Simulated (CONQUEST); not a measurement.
PbS:

```
CELL_PARAMETERS angstrom
4.15991 0.00000 0.00000
0.00000 4.27932 0.00000
0.00000 0.00000 11.98259
ATOMIC_POSITIONS crystal
Pb 0.00763 0.24860 0.12731
Pb 0.50763 0.24860 0.62731
Pb 0.49267 0.75282 0.36904
Pb 0.99267 0.75282 0.86904
S 0.01466 0.24715 0.34982
S 0.51466 0.24715 0.84983
S 0.49313 0.75218 0.14507
S 0.99313 0.75218 0.64507
```

The cell comes from a database or a generator and needn't be the stable form of this composition.

The cell isn't the ideal one: atoms moved at random, drawn with an rms of 0.05 Å.

Base run:

- Program: CONQUEST 1.3
- Functional: PBE
- Potentials or basis: PseudoDojo NC PBE, DZP, grid cutoff 200 Ha
- k mesh: 7 × 6 × 3
- Occupations: fermi-dirac, width 0.05 eV
- Spin: no spin polarisation

Its results: band gap on the k mesh 1.12 eV; pressure 2.1 GPa; largest force 0.427 eV/Å.

Q: After a change of settings the same cell gave: band gap on the k mesh 1.27 eV; pressure 4.1 GPa; largest force 0.946 eV/Å. Which change was it?
A. potentials or basis from PseudoDojo NC PBE, DZP, grid cutoff 200 Ha to PseudoDojo NC PBE, DZP, grid cutoff 150 Ha
B. potentials or basis from PseudoDojo NC PBE, DZP, grid cutoff 200 Ha to PseudoDojo NC PBE, DZ, grid cutoff 120 Ha
C. potentials or basis from PseudoDojo NC PBE, DZP, grid cutoff 200 Ha to PseudoDojo NC PBE, SZP, grid cutoff 120 Ha
D. potentials or basis from PseudoDojo NC PBE, DZP, grid cutoff 200 Ha to PseudoDojo NC PBE, DZP, multi-site functions of range 3 bohr, grid cutoff 120 Ha

A: B.

Caveats: spin-orbit coupling is left out, which as a rule narrows the gap of such compounds by several tenths of an eV; an odd mesh through Γ misses points on the zone boundary, where band edges often lie; the basis of atomic orbitals isn't converged, which shifts pressures, moduli and gaps; the atomic basis is small (some runs).
